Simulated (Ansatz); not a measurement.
Set up this calculation in Ansatz 0.2.0, as the native input.

* Task: relaxation of cell and atoms
* Functional: revPBE
* Dispersion: D3(BJ)
* Potentials or basis: all-electron LAPW, scalar-relativistic
* Basis error allowed: 0.001 eV/atom
* k mesh: 8 × 8 × 8
* Occupations: fermi-dirac, width 0.05 eV
* Spin: no spin polarisation

Crystal: HgSe.

```
Hg Se
1.0
     0.00000    3.03900    3.03900
     3.03900    0.00000    3.03900
     3.03900    3.03900    0.00000
Hg Se
1 1
Direct
  0.00000 0.00000 0.00000
  0.75000 0.75000 0.75000
```

One way to write it, as run:

input.yaml

```yaml
crystal:
  lattice:
    - [0.0, 3.039, 3.039]
    - [3.039, 0.0, 3.039]
    - [3.039, 3.039, 0.0]
  atoms:
    - { symbol: Hg, position: [0.0, 0.0, 0.0] }
    - { symbol: Se, position: [0.75, 0.75, 0.75] }
kpoints:
  mp_grid: { grid: [8, 8, 8] }
scf:
  occupations: { method: fermi_dirac, width: 0.05 }
hamiltonian:
  xc: revpbe
  dispersion: d3bj
  pseudopotentials: { kind: all_electron, lapw: { basis_error: 0.001 } }
output:
  forces: true
  stress: true
relax:
  f_tol: 0.01
  max_steps: 60
  cell: {}
```

Potentials or basis: all-electron LAPW, scalar-relativistic.

Command:

```console
$ ansatz run input.yaml --threads 1 --pin off --max-ram 3072MiB --backend cpu --events-out ev --progress --plain --runs-dir out
```

It gave:

| Quantity | Value |
| --- | --- |
| Relaxed volume | 29.09 Å³/atom |
| Relaxed cell | a = 4.349 Å, b = 4.349 Å, c = 4.349 Å, α = 60.00°, β = 60.00°, γ = 60.00° |
| Space group after relaxing (to 0.05 Å) | F-43m (No. 216) |
| Energy gained by relaxing | 5.7 meV/atom |
| Ionic steps | 4 |
| Pressure after relaxing | 0.0 GPa |

Run time: 110 s on 1 thread of Intel(R) Xeon(R) Processor @ 2.50GHz (Skylake/Cascade Lake), with other jobs on the host, peak memory 0.38 GiB.
